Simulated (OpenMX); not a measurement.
The system is GaAs.

```xyz
2
Lattice="0.0000 2.8268 2.8268 2.8268 0.0000 2.8268 2.8268 2.8268 0.0000" Properties=species:S:1:pos:R:3 pbc="T T T"
As    4.2403    4.2403    4.2403
Ga    0.0000    0.0000    0.0000
```

Base run:

| Quantity | Value |
| --- | --- |
| Program | OpenMX 3.8.5 |
| Functional | PBE |
| Potentials or basis | OpenMX 2013 PBE set, As7.0-s3p2d2, Ga7.0-s3p2d2, grid cutoff 500 Ry |
| k mesh | 9 × 9 × 9 |
| Occupations | fermi-dirac, width 0.05 eV |
| Spin | no spin polarisation |

Its results: band gap on the k mesh 0.71 eV, direct.

Task: The run is repeated on the same cell with these changes: k mesh from 9 × 9 × 9 to 7 × 7 × 7; spin from no spin polarisation to non-collinear spin, zero start, spin-orbit coupling. What comes out?

Result: Band gap on the k mesh 0.60 eV, direct; net moment 0.00 μB per cell.

Several settings changed at once, so the effect can't be laid on one alone.

Caveats: the basis of atomic orbitals isn't converged, which shifts pressures, moduli and gaps; total energies with and without spin-orbit coupling shouldn't be compared in this program (some runs).
